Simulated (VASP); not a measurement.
# Se (Im-3m) in VASP: notebook

Runs on Se. Level: PBEsol. Tasks: relaxation of cell and atoms.

Everything below comes from runs of VASP 6.6.1. Logs are shortened: lines on timing, memory, paths and dates and some standing lists are left out, and cuts for length are marked.

## Step 1: The structure

It takes space group Im-3m (No. 229, cubic). The conventional cell has a = 2.870 Å, b = 2.870 Å, c = 2.870 Å, α = 90.00°, β = 90.00°, γ = 90.00°. Around Se (site symmetry m-3m) lie 8 Se at 2.49 Å.

This isn't the form of Se at room conditions, which is trigonal, of chains.

## Step 2: Relaxation of cell and atoms, PBEsol, target pressure 75 GPa, at which the enthalpy is minimised

File INCAR:

```
SYSTEM = Se
ALGO     = Normal         ! electronic algorithm
EDIFF    = 1E-7           ! SCF threshold, eV
EDIFFG   = -0.002         ! ionic threshold
ENCUT    = 520            ! plane-wave cutoff, eV
GGA      = PS             ! functional
IBRION   = 2              ! ionic algorithm
ISIF     = 3              ! what is computed and relaxed
ISMEAR   = 0              ! smearing method
LASPH    = .TRUE.         ! aspherical terms in the spheres
LCHARG   = .FALSE.        ! write CHGCAR
LREAL    = .FALSE.        ! projectors in reciprocal space
LWAVE    = .FALSE.        ! write WAVECAR
NELM     = 80             ! most SCF steps
NSW      = 80             ! ionic steps
PREC     = Accurate       ! precision mode
PSTRESS  = 750.0        
SIGMA    = 0.1            ! smearing width, eV
```

File KPOINTS:

```
k-points
0
G
  30 30 30
  0 0 0
```

File POSCAR:

```
Se                                      
1.0
    2.0293641496      1.1716539877      0.8285377602
   -2.0293641496      1.1716539877      0.8285377602
    0.0000000000     -2.3433079753      0.8285377602
  Se            
     1
Direct
     0.0000000000000000    0.0000000000000000    0.0000000000000000
```

Potentials or basis: VASP PAW PBE potentials, release 64 (Se).

The run is started by

```console
> cat potpaw_PBE.64/Se/POTCAR > POTCAR
> mpirun -np 1 vasp_std > vasp.out
```

OUTCAR:

```text
SYSTEM = Se
   EDIFF = 1E-7
   EDIFFG = -0.002
   ENCUT = 520
   GGA = PS
   IBRION = 2
   ISIF = 3
   ISMEAR = 0
   LASPH = .TRUE.
   LREAL = .FALSE.
   NELM = 80
   NSW = 80
   PREC = Accurate
   PSTRESS = 750.0

 ion  position               nearest neighbor table
   1  0.000  0.000  0.000-

  LATTYP: Found a trigonal (rhomboedric) cell.
 ALAT       =     2.4854711301
 COS(alpha) =    -0.3333142404

  Lattice vectors:

 A1 = (   2.0293641496,   1.1716539877,   0.8285377602)
 A2 = (  -2.0293641496,   1.1716539877,   0.8285377602)
 A3 = (   0.0000000000,  -2.3433079753,   0.8285377602)

Analysis of symmetry for initial positions (statically):
=====================================================================
 Subroutine PRICEL returns:
 Original cell was already a primitive cell.

 Routine SETGRP: Setting up the symmetry group for a
 trigonal (rhombohedral) supercell.

 Subroutine GETGRP returns: Found 12 space group operations
 (whereof 12 operations were pure point group operations)
 out of a pool of 12 trial point group operations.

The static configuration has the point symmetry D_3d.

Analysis of symmetry for dynamics (positions and initial velocities):
=====================================================================
 Subroutine PRICEL returns:
 Original cell was already a primitive cell.

 Routine SETGRP: Setting up the symmetry group for a
 trigonal (rhombohedral) supercell.

 Subroutine GETGRP returns: Found 12 space group operations
 (whereof 12 operations were pure point group operations)
 out of a pool of 12 trial point group operations.

The dynamic configuration has the point symmetry D_3d.

 Subroutine INISYM returns: Found 12 space group operations
 (whereof 12 operations are pure point group operations),
 and found     1 'primitive' translations

----------------------------------------------------------------------------------------

                                     Primitive cell

  volume of cell :      11.8201

  direct lattice vectors                    reciprocal lattice vectors
     2.029364150  1.171653988  0.828537760     0.246382592  0.142249050  0.402315198
    -2.029364150  1.171653988  0.828537760    -0.246382592  0.142249050  0.402315198
     0.000000000 -2.343307975  0.828537760     0.000000000 -0.284498100  0.402315198

  length of vectors
     2.485471130  2.485471130  2.485471200     0.492744044  0.492744044  0.492744039

  position of ions in fractional coordinates (direct lattice)
     0.000000000  0.000000000  0.000000000

  ion indices of the primitive-cell ions
   primitive index   ion index
                 1           1

----------------------------------------------------------------------------------------

 KPOINTS: k-points

Automatic generation of k-mesh.
 Grid dimensions read from file:
 generate k-points for:   30   30   30

 Generating k-lattice:

  Cartesian coordinates                     Fractional coordinates (reciprocal lattice)
     0.008212753  0.004741635  0.013410507     0.033333333  0.000000000  0.000000000
    -0.008212753  0.004741635  0.013410507     0.000000000  0.033333333  0.000000000
     0.000000000 -0.009483270  0.013410507     0.000000000  0.000000000  0.033333333

  Length of vectors
     0.016424801  0.016424801  0.016424801

  Shift w.r.t. Gamma in fractional coordinates (k-lattice)
     0.000000000  0.000000000  0.000000000

 Subroutine IBZKPT returns following result:
 ===========================================

 Found   2496 irreducible k-points:

 Following reciprocal coordinates:
            Coordinates               Weight
  0.000000  0.000000  0.000000      1.000000
  0.033333 -0.000000  0.000000      6.000000
  0.066667  0.000000 -0.000000      6.000000
  0.100000  0.000000 -0.000000      6.000000
  0.133333  0.000000  0.000000      6.000000
  0.166667  0.000000 -0.000000      6.000000
[... 16 lines left out ...]
  0.233333  0.033333  0.000000     12.000000
  0.266667  0.033333  0.000000     12.000000
 [... further k-points ...]
   k-points           NKPTS =   2496   k-points in BZ     NKDIM =   2496   number of bands    NBANDS=      7
   number of dos      NEDOS =    301   number of ions     NIONS =      1
   total plane-waves  NPLWV =   5832
   dimension x,y,z NGX =    18 NGY =   18 NGZ =   18
   dimension x,y,z NGXF=    36 NGYF=   36 NGZF=   36
   ions per type =               1
   NGX,Y,Z   is equivalent  to a cutoff of  12.04, 12.04, 12.04 a.u.
   NGXF,Y,Z  is equivalent  to a cutoff of  24.08, 24.08, 24.08 a.u.
 SYSTEM =  Se
   PREC   = accura    normal or accurate (medium, high low for compatibility)
   ISTART =      0    job   : 0-new  1-cont  2-samecut
   ICHARG =      2    charge: 1-file 2-atom 10-const
   ISPIN  =      1    spin polarized calculation?
   LNONCOLLINEAR =      F non collinear calculations
   LSORBIT =      F    spin-orbit coupling
   LASPH  =      T    aspherical Exc in radial PAW
   ENCUT  =  520.0 eV  38.22 Ry    6.18 a.u.   4.62  4.62  4.62*2*pi/ulx,y,z
   NELM   =     80;   NELMIN=  2; NELMDL= -5     # of ELM steps
   EDIFF  = 0.1E-06   stopping-criterion for ELM
   LREAL  =      F    real-space projection
   EDIFFG = -.2E-02   stopping-criterion for IOM
   NSW    =     80    number of steps for IOM
   IBRION =      2    ionic relax: 0-MD 1-quasi-New 2-CG
   NFREE  =      1    steps in history (QN), initial steepest desc. (CG)
   ISIF   =      3    stress and relaxation
   ISYM   =      2    0-nonsym 1-usesym 2-fastsym
   POTIM  = 0.5000    time-step for ionic-motion
   TEBEG  =    0.0;   TEEND  =   0.0 temperature during run
   PSTRESS=  750.0 pullay stress
   NELECT =       6.0000    total number of electrons
   NUPDOWN=      -1.0000    fix difference up-down
   EMIN   =  10.00;   EMAX   =-10.00  energy-range for DOS
   EFERMI =   0.00;   METHOD = LEGACY
   ISMEAR =     0;   SIGMA  =   0.10  broadening in eV -4-tet -1-fermi 0-gaus
   EFERMI_NEDOS =   21; number of points for ismear=-14 and -15
   IALGO  =     38    algorithm
   IMIX   =      4    mixing-type and parameters
     AMIX     =   0.40;   BMIX     =  1.00
     AMIX_MAG =   1.60;   BMIX_MAG =  1.00
  volume/ion in A,a.u.               =      11.82        79.77
  Fermi-wavevector in a.u.,A,eV,Ry     =   1.305923  2.467837 23.203854  1.705435
  Thomas-Fermi vector in A             =   2.436760
   LORBIT       =      0    0 simple, 1 ext, 2 COOP (PROOUT), +10 PAW based schemes
   GGA     = PS    functional components
   LHFCALC =     F    Hartree Fock is set to
   AEXX    =    0.0000 exact exchange contribution
   IVDW    =     0    specifies the selected vdW correction
   LEPSILON=     F    determine dielectric tensor
   LRPA    =     F    only Hartree local field effects (RPA)
 conjugate gradient relaxation of ions
 non-spin polarized calculation
 Gauss-broadening in eV      SIGMA  =   0.10
  energy-cutoff  :      520.00
  volume of cell :       11.82
 maximum number of plane-waves:       333
   NGX =  9   NGY =  9   NGZ =  9

--------------------------------------- Ionic step        1  -------------------------------------------

 number of electron       5.9999998 magnetization

 Free energy of the ion-electron system (eV)
  ---------------------------------------------------
  ext. energy  EPLUGINS =         0.00000000
  ---------------------------------------------------
  free energy    TOTEN  =        -1.52282941 eV

  energy without entropy =       -1.52094985  energy(sigma->0) =       -1.52188963

------------------------ aborting loop because EDIFF is reached ----------------------------------------

  FORCE on cell =-STRESS in cart. coord.  units (eV):
  Direction    XX          YY          ZZ          XY          YZ          ZX
  --------------------------------------------------------------------------------------
  -------------------------------------------------------------------------------------
  Total        9.2231799      9.2231807      9.2224428      0.0000000      0.0000000      0.0000000
  in kB     1250.1679081   1250.1680140   1250.0679936      0.0000000      0.0000001      0.0000000
  external PRESSURE =     500.1346386 kB  Pullay stress =     750.0000000 kB
[... 22 lines left out ...]
  enthalpy is  TOTEN    =         4.0103352746 eV   P V=        5.5331646827

--------------------------------------- Ionic step        2  -------------------------------------------

 number of electron       5.9999994 magnetization

 E-fermi :   6.0294     XC(G=0): -10.9545

 val. band max:        6.0290387347   @ k =  -0.4000   0.0667   0.0333
 cond. band min:       6.0296742941   @ k =  -0.2000   0.0667   0.0000
 fundamental gap:      0.0006355594
 Fermi energy:         6.0294069159

 k-point     1 :       0.0000    0.0000    0.0000
  band No.  band energies     occupation
      1     -10.5743      2.00000
      2       9.2703      0.00000
      3       9.2708      0.00000
      4       9.2708      0.00000
      5      17.7353      0.00000
      6      18.5379      0.00000
      7      18.5379      0.00000
[... 221 lines left out ...]
 k-point    24 :       0.2667    0.0333    0.0000
  band No.  band energies     occupation
      1      -8.8446      2.00000
      2       2.8522      2.00000
      3       6.9910      0.00000
      4       8.6042      0.00000
      5      14.4227      0.00000
      6      15.4357      0.00000
      7      20.5015      0.00000

 [... further k-points ...]

------------------------ aborting loop because EDIFF is reached ----------------------------------------

  FORCE on cell =-STRESS in cart. coord.  units (eV):
  Direction    XX          YY          ZZ          XY          YZ          ZX
  --------------------------------------------------------------------------------------
  -------------------------------------------------------------------------------------
  Total       -0.0363633     -0.0363633     -0.0361029      0.0000000     -0.0000000      0.0000000
  in kB       -3.0151579     -3.0151583     -2.9935703      0.0000000     -0.0000000      0.0000000
  external PRESSURE =    -753.0079621 kB  Pullay stress =     750.0000000 kB
[... 53 lines left out ...]
  FREE ENERGIE OF THE ION-ELECTRON SYSTEM (eV)
  ---------------------------------------------------
  free  energy   TOTEN  =        -2.5092319179 eV

  energy  without entropy=       -2.5069159978  energy(sigma->0) =       -2.50807396

  enthalpy is  TOTEN    =         3.8133687850 eV   P V=        6.3226007029

[... ionic steps 4 to 12 ...]

--------------------------------------- Ionic step       13  -------------------------------------------

 number of electron       5.9999999 magnetization

------------------------ aborting loop because EDIFF is reached ----------------------------------------

  FORCE on cell =-STRESS in cart. coord.  units (eV):
  Direction    XX          YY          ZZ          XY          YZ          ZX
  --------------------------------------------------------------------------------------
  -------------------------------------------------------------------------------------
  Total        6.2016845      6.2016865      6.2020388      0.0000000      0.0000000      0.0000000
  in kB      750.7981323    750.7983718    750.8410181      0.0000000      0.0000001      0.0000000
  external PRESSURE =       0.8125074 kB  Pullay stress =     750.0000000 kB
[... 59 lines left out ...]
  enthalpy is  TOTEN    =         3.8072913651 eV   P V=        6.1959327248

--------------------------------------- Ionic step       15  -------------------------------------------

 number of electron       5.9999999 magnetization

 Free energy of the ion-electron system (eV)
  ---------------------------------------------------
  ext. energy  EPLUGINS =         0.00000000
  ---------------------------------------------------
  free energy    TOTEN  =        -2.38893331 eV

  energy without entropy =       -2.38669100  energy(sigma->0) =       -2.38781215

 E-fermi :  11.8337     XC(G=0): -12.7403

 val. band max:       11.8280766993   @ k =  -0.3333   0.3000   0.2333
 cond. band min:      11.8428297094   @ k =  -0.1000   0.3667   0.0333
 fundamental gap:      0.0147530101
 Fermi energy:        11.8336694967

 k-point     1 :       0.0000    0.0000    0.0000
  band No.  band energies     occupation
      1      -9.3716      2.00000
      2      17.6628      0.00000
      3      17.6629      0.00000
      4      17.6638      0.00000
      5      25.2988      0.00000
      6      25.2995      0.00000
      7      25.2995      0.00000
[... 221 lines left out ...]
 k-point    24 :       0.2667    0.0333    0.0000
  band No.  band energies     occupation
      1      -6.7463      2.00000
      2       7.7191      2.00000
      3      13.4795      0.00000
      4      15.9527      0.00000
      5      20.8748      0.00000
      6      21.1814      0.00000
      7      27.8310      0.00000

 [... further k-points ...]

------------------------ aborting loop because EDIFF is reached ----------------------------------------

  FORCE on cell =-STRESS in cart. coord.  units (eV):
  Direction    XX          YY          ZZ          XY          YZ          ZX
  --------------------------------------------------------------------------------------
  -------------------------------------------------------------------------------------
  Total        6.1970510      6.1970531      6.1974459      0.0000000      0.0000000      0.0000000
  in kB      750.1000166    750.1002733    750.1478185      0.0000000      0.0000001      0.0000000
  external PRESSURE =       0.1160361 kB  Pullay stress =     750.0000000 kB
[... 16 lines left out ...]
  FREE ENERGIE OF THE ION-ELECTRON SYSTEM (eV)
  ---------------------------------------------------
  free  energy   TOTEN  =        -2.3889333108 eV

  energy  without entropy=       -2.3866909961  energy(sigma->0) =       -2.38781215

  enthalpy is  TOTEN    =         3.8072913481 eV   P V=        6.1962246589

 reached required accuracy - stopping structural energy minimisation
```

Wall time 6.4 min (1 thread of Intel Xeon 6975P-C (Granite Rapids), shared host); peak memory 0.31 GiB.

Results:

```yaml
Free_energy: -2.3889 eV
Relaxed_volume: 13.24 Å³/atom
Relaxed_cell: a = 2.581 Å, b = 2.581 Å, c = 2.581 Å, α = 109.47°, β = 109.47°, γ = 109.47°
Space_group_after_relaxing_to_0.05_Å: Im-3m (No. 229)
Energy_change_on_relaxing_the_enthalpy_is_what_falls: -866.1 meV/atom
Ionic_steps: 15
Pressure_after_relaxing: 75.0 GPa
Band_gap_on_the_k_mesh: none (metal or under the smearing width)
```

The path:
```tsv
step	energy change (eV)	largest force (eV/Å)	pressure (GPa)	volume (Å³)
1	0.0000	0.0000	125.01	11.82
2	-1.8720	0.0000	-0.30	19.32
3	-0.9864	0.0000	67.90	13.51
4	-0.8780	0.0000	74.30	13.26
5	-0.8641	0.0000	75.12	13.23
6	-0.8641	0.0000	75.12	13.23
7	-0.8641	0.0000	75.12	13.23
8	-0.8642	0.0000	75.12	13.23
9	-0.8642	0.0000	75.12	13.23
10	-0.8642	0.0000	75.12	13.23
11	-0.8643	0.0000	75.11	13.23
12	-0.8646	0.0000	75.10	13.23
13	-0.8650	0.0000	75.08	13.23
14	-0.8658	0.0000	75.02	13.24
15	-0.8661	0.0000	75.01	13.24
```

Final structure:
```
Se
1.0
     2.10746    1.21674    0.86033
    -2.10746    1.21674    0.86033
     0.00000   -2.43349    0.86033
Se
1
Direct
  0.00000 0.00000 0.00000
```

Levels at points of the mesh, in eV from the Fermi level:
```tsv
k point	band 1	band 2	band 3	band 4	band 5	band 6	band 7
(0.00, 0.00, 0.00)	-21.21	5.83	5.83	5.83	13.47	13.47	13.47
(0.50, 0.00, 0.00)	-14.50	-11.02	0.30	3.44	7.49	7.61	20.30
(0.50, 0.50, 0.00)	-14.50	-11.02	0.30	3.44	7.49	7.61	20.30
(0.50, 0.50, 0.50)	-8.88	-5.34	-5.34	-5.34	1.51	1.51	27.77
```

Caveat: the cell is relaxed towards a set pressure, so the enthalpy falls and the energy may rise; the PAW data sets were made with another functional, which shifts forces and pressure a little. Zero-point motion and thermal expansion aren't in these numbers.

(Part 1 of 2 ends here.)
